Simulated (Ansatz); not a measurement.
SrF$_{2}$:
```
CELL_PARAMETERS angstrom
      0.00000     2.87872     2.87872
      2.87872     0.00000     2.87872
      2.87872     2.87872     0.00000
ATOMIC_POSITIONS crystal
  Sr 0.00000 0.00000 0.00000
  F  0.25000 0.25000 0.25000
  F  0.75000 0.75000 0.75000
```

Relaxed with PBEsol.

Problem. Give the optical modes at the zone centre with their infrared activity from DFPT, DFT-PBEsol in the program Ansatz with PAW potentials.

Solution. Transverse frequencies, without the LO–TO term; a row sums one degenerate level.

```csv
ω (cm⁻¹),degeneracy,IR ((D/Å)²/amu),activity,symmetry
213,3,15.33,IR,T1u
283,3,0.00,IR-inactive,T2g
```

Problem. How high does the top mode go among those that the LO–TO term moves?

Solution. 381 cm⁻¹ for q along x.

Space group Fm-3m (fluorite). The cell was relaxed with PBEsol under the symmetry of its start; of distortions, only those at the zone centre were tested.

Potentials: the later of the program's two PAW sets.
